**Q:** I am modelling a thermoelectric leg of SnSe and need its band gap. Our standard calculation is PBE. Will that do?

**A:** It depends on how strongly your result reacts to the gap, so look first at how far the gap moves when the functional changes and the atoms stay put. In the table, "gap on path" is the distance from the highest filled to the lowest empty level found anywhere along the path. "Direct gap on path" is the smallest distance between filled and empty levels at one and the same crystal momentum.

Kohn–Sham DFT with VASP 6.6.1 and PAW potentials for SnSe (Pnma, 8 atoms) at one fixed geometry, without spin polarisation or spin–orbit coupling. Plane-wave cutoff 520 eV, 3×6×6 k mesh, smearing width 0.05 eV (Gaussian for PBE and revPBE, Fermi–Dirac for the others); gaps are read along a path of special points.

| functional | potentials | gap on path (eV) | direct gap on path (eV) |
| --- | --- | --- | --- |
| LDA | VASP PAW LDA potentials, recommended | 0.467 | 0.610 |
| PBE | VASP PAW PBE potentials, recommended | 0.539 | 0.661 |
| revPBE | VASP PAW PBE potentials, recommended | 0.568 | 0.730 |
| LAK | VASP PAW PBE potentials, recommended | 1.061 | 1.221 |
| TB-mBJ | VASP PAW PBE potentials, recommended | 0.922 | 1.013 |

**Q:** The first three rows look alike, and then there is a jump.

**A:** LDA, PBE and revPBE lie within 0.10 eV of each other, while the step from revPBE to TB-mBJ is 0.35 eV. The pair PBE and revPBE is a useful control. Both use the same potentials and differ only in how exchange responds to the density gradient, and the gap moves by a mere 0.03 eV. (These two runs used Gaussian smearing and the others Fermi–Dirac, which is harmless when the gap is ten times the width.) Trading PBE for revPBE is therefore no remedy here.

**Q:** Does a step of a few tenths of an electronvolt matter to me?

**A:** For thermally excited carriers it matters a great deal. The product of the electron and hole densities varies as $\exp(-E_g/kT)$, where $E_g$ is the smallest gap, $k$ Boltzmann's constant and $T$ the temperature. In a pure crystal the two densities are equal, so each, called $n_i$, varies as the square root, $\exp(-E_g/2kT)$. At 600 K, where $kT$ is 0.0517 eV, and with the same band masses in both calculations,

$$\frac{n_i(\text{PBE})}{n_i(\text{TB-mBJ})}=\exp\frac{0.922-0.539}{2\times 0.0517}\approx 40.$$

At room temperature the factor is about 1600. In a doped leg the dopants fix the majority carriers, but the minority carriers, which spoil the thermopower when hot, vary as $n_i^2$, so the factor enters squared.

**Q:** Then which side is right?

**A:** The measured gap is roughly 0.9 eV, a recalled figure that serves only for orientation. Against it PBE is too small by more than a third of an electronvolt, and LDA and revPBE fare much the same. TB-mBJ and LAK both come within about 0.2 eV.

**Q:** Why does PBE fail, if it is a decent functional otherwise?

**A:** Because a gap asks for something that its potential can't supply. The true gap is the cost of taking an electron out of the crystal less the gain from putting one in. In exact Kohn–Sham theory, the potential jumps by a constant when the first electron enters the empty band, and that jump belongs to the gap. The potentials of LDA and PBE depend only on the density and its derivatives. One added electron hardly changes the density of a large crystal, so these potentials don't jump, and the gap between their levels comes out too small. The somewhat different gradient dependence of revPBE leaves this defect in place, so it brings little.

**Q:** And what do the other two do differently?

**A:** LAK lets the energy depend also on the kinetic-energy density, which is built from the orbitals themselves. Its operator then acts on the curvature of each orbital, so two states in the same region of the crystal can feel different corrections. In this way part of the jump enters the distance between the levels. Theory argues this cause; the table shows its result, a gap almost twice that of PBE.

TB-mBJ takes another road. It keeps one common potential for all electrons, but adds a repulsive term that grows with the kinetic energy per electron and is weighted by an average over the cell. In the usual picture of SnSe, which these runs don't test, the top of the filled bands is mostly selenium 4p with some tin 5s, and the bottom of the empty bands is mostly tin 5p. The two edges then lie largely on different atoms, so a potential reshaped in space can push them apart.

**Q:** Could I keep my PBE bands and simply lift the empty ones until the gap is right?

**A:** You can test that at $\Gamma$, the point of zero crystal momentum, where the gap is wider than the smallest one. From PBE to LAK the smallest gap grows by 0.52 eV. Added to the PBE gap at $\Gamma$, this shift predicts $1.348+0.522=1.870$ eV, and LAK itself gives 1.851 eV. The value at $\Gamma$ played no part in choosing the shift, so the rigid lift seems to pass.

**Q:** Seems to?

**A:** The agreement hides two errors that nearly cancel. In LAK the highest filled level at $\Gamma$ lies 0.09 eV deeper below the band top than in PBE, while the lowest empty level lies 0.11 eV closer to the band bottom. Each change is about twice the thermal energy at 600 K. TB-mBJ shows the same pattern more weakly. A plausible reason is that the mixture of tin and selenium orbitals changes with crystal momentum, and the correction changes with it, but the level energies alone can't prove that. A rigid lift thus repairs the gap, but not the spacing of levels within the filled and the empty bands. The change at $\Gamma$ concerns an n-type leg more than a p-type one: in LAK the conduction level at $\Gamma$ is less than three times $kT$ above the band bottom at 600 K, while the valence level there is too deep to hold many holes.

**Q:** TB-mBJ lies almost on the measured value. Shall I take it as the better of the two?

**A:** Not on that evidence. The calculations leave out spin-orbit coupling and thermal motion, and the measured figure is itself rough. Both levels also run on datasets made for PBE. With these, LAK finds a pressure of about 5 GPa in the given cell, so it would expand the cell if allowed to, and the gap would change. I would treat the 0.14 eV between TB-mBJ and LAK as the least uncertainty to allow for. For carriers at room temperature that still means a factor of about 15.

**Q:** I also need the onset of direct optical absorption. Is the second column as firm as the first?

**A:** It is less firm. From PBE to revPBE the direct gap rises by 0.07 eV on the path, but by only 0.02 eV on the regular mesh of the same calculations. The gap at $\Gamma$ and the smallest gap also rise by only 0.03 eV, so the larger step most likely comes from which points the path happens to hit. Read each value as an upper limit to that functional's own direct gap, and sample crystal momentum more finely before you rely on it. The smallest gap agrees between path and mesh to a few thousandths of an electronvolt, so its order is safe.

**Q:** What will the better gap cost me?

**A:** LDA and the gradient-corrected functionals cost about the same. LAK and TB-mBJ add the kinetic-energy density and often need more cycles to converge, but the cost grows with cell size in the same way. The real difference lies in what you get. LAK is an energy functional and can relax the structure, whereas TB-mBJ is only a potential and needs a structure from elsewhere. For your leg, run both on one agreed structure and carry the two gaps through the model; the output below lists how far each level's gap lies from that of PBE.

Output of the analysis:

```
Smallest gap compared (eV):
     row  change from PBE  less rough measured gap  direct less smallest gap
     LDA           -0.072                   -0.433                     0.143
     PBE                0                   -0.361                     0.122
  revPBE            0.029                   -0.332                     0.162
     LAK            0.522                    0.161                      0.16
  TB-mBJ            0.383                    0.022                     0.091
Levels at Gamma (eV):
     row  gap at Gamma  its change from PBE  valence level below band top  conduction level above band bottom
     LDA         1.277               -0.071                         0.553                               0.257
     PBE         1.348                    0                         0.562                               0.247
  revPBE         1.376                0.028                         0.566                               0.242
     LAK         1.851                0.503                         0.651                               0.139
  TB-mBJ         1.707                0.359                         0.593                               0.192
Path less mesh (eV):
     row  smallest gap  direct gap
     LDA       -0.0025     -0.0438
     PBE        0.0019     -0.0439
  revPBE        0.0005      0.0006
     LAK       -0.0005      0.0002
  TB-mBJ         0.003     -0.0151
Smallest gap, revPBE less LDA (eV): 0.101
Smallest gap, TB-mBJ less revPBE (eV): 0.354
Smallest gap, LAK less TB-mBJ (eV): 0.139
Smallest gap, LAK over PBE (ratio): 1.968
Direct gap on path, revPBE less PBE (eV): 0.069
Direct gap on mesh, revPBE less PBE (eV): 0.0245
Valence offset at Gamma, LAK less PBE (eV): 0.089
Conduction offset at Gamma, LAK less PBE (eV): -0.108
Thermal energy kT at 600 K (eV): 0.0517
Intrinsic carriers at 300 K, PBE over revPBE (factor): 1.752
Intrinsic carriers at 300 K, PBE over TB-mBJ (factor): 1648
Intrinsic carriers at 600 K, PBE over TB-mBJ (factor): 40.6
Intrinsic carriers at 300 K, TB-mBJ over LAK (factor): 14.71
```
